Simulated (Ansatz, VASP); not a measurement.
# One calculation of Cu, two programs

```
CELL_PARAMETERS angstrom
4.12788 0.00000 0.00000
-2.06394 3.57485 0.00000
0.00000 0.00000 2.47521
ATOMIC_POSITIONS crystal
Cu 0.33333 0.66667 0.50000
Cu 0.00000 0.00000 0.00000
Cu 0.66667 0.33333 0.50000
```

Alike in both runs: functional PBE; k mesh 15 × 15 × 18; occupations gaussian, width 0.1 eV; no spin polarisation.

Ansatz relaxed the structure, and its values are those at the end. VASP's run is a single point on that final structure, the one shown.

```csv
,VASP,Ansatz
version,VASP 6.6.1,Ansatz 0.2.0
potentials or method,"VASP PAW PBE potentials, release 64 (Cu)","scalar-relativistic, plane waves, PAW"
plane-wave cutoff (eV),520,420
valence electrons in the cell,33,57
```

|  | VASP | Ansatz | Ansatz less VASP |
| --- | --- | --- | --- |
| gap on the k mesh at the Fermi level (eV) | none | none | - |
| pressure (GPa) | 0.7 | 0.0 | -0.70 |

A gap of «none» marks a metal or a gap that the smearing closes. The two sets of potentials don't hold the same shells in valence.
